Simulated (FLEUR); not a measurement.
**GaAs under changes of volume**

One of the cells (22.590 Å³/atom); the others are scaled copies at fixed shape and fractional positions:

```
As Ga
1.0
     0.00000    2.82685    2.82685
     2.82685    0.00000    2.82685
     2.82685    2.82685    0.00000
As Ga
1 1
Direct
  0.75000 0.75000 0.75000
  0.00000 0.00000 0.00000
```

* Program: FLEUR MaX-R8.1 (later development tree)
* Functional: LDA
* Potentials or basis: all-electron
* Basis: FLAPW
* Kmax: 4.71 1/bohr
* k mesh: 8 × 8 × 8
* Occupations: fermi-dirac, width 0.05 eV
* Spin: no spin polarisation

```csv
volume (Å³/atom),energy over the lowest point (meV/atom),gap on the mesh (eV)
21.234,5.22,0.75
21.686,0.00,0.59
22.590,2.89,0.28
23.493,?,?
23.945,33.81,none
```

**Question.** What does the run at 23.493 Å³/atom give?

**Answer.** Energy over the lowest point 20.55 meV/atom; gap on the mesh none.

Worked out: A Birch-Murnaghan fit of order 2 (a polynomial in V^(-2/3)) to the other rows has its minimum at 21.98 Å³/atom with B0 = V·E''(V) = 73 GPa. It gives 20.39 meV/atom at 23.493 Å³/atom, against the run's 20.55.

Energies are extrapolated to zero smearing.

Spin-orbit coupling on As, Ga is left out.

A gap of «none» marks a metal or a gap under the smearing width.
